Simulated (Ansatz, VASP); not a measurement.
## Si in VASP and in Ansatz

```
Si
1.0
     0.00000    2.71547    2.79693
     2.71547    0.00000    2.79693
     2.71547    2.71547    0.00000
Si
2
Direct
  0.50000 0.50000 0.50000
  0.75000 0.75000 0.75000
```

Change from the starting cell: zz strain of +3 %.

Alike in both runs: task single point; functional LDA; k mesh 11 × 11 × 11; occupations fermi-dirac, width 0.08 eV; no spin polarisation.

```csv
,VASP,Ansatz
version,VASP 6.6.1,Ansatz 0.2.0
potentials or method,"VASP PAW LDA potentials, release 64 (Si), cutoff 520 eV","all-electron LAPW, scalar-relativistic"
```

Ansatz gave:

* pressure (GPa): -4.1
* largest component of the traceless stress (GPa): 1.97

Question: What did VASP give for the same quantities?

Answer: Pressure (GPa): -4.0; largest component of the traceless stress (GPa): 1.97.

Ansatz ran all-electron here, so the differences hold the error of VASP's frozen core and of both bases.
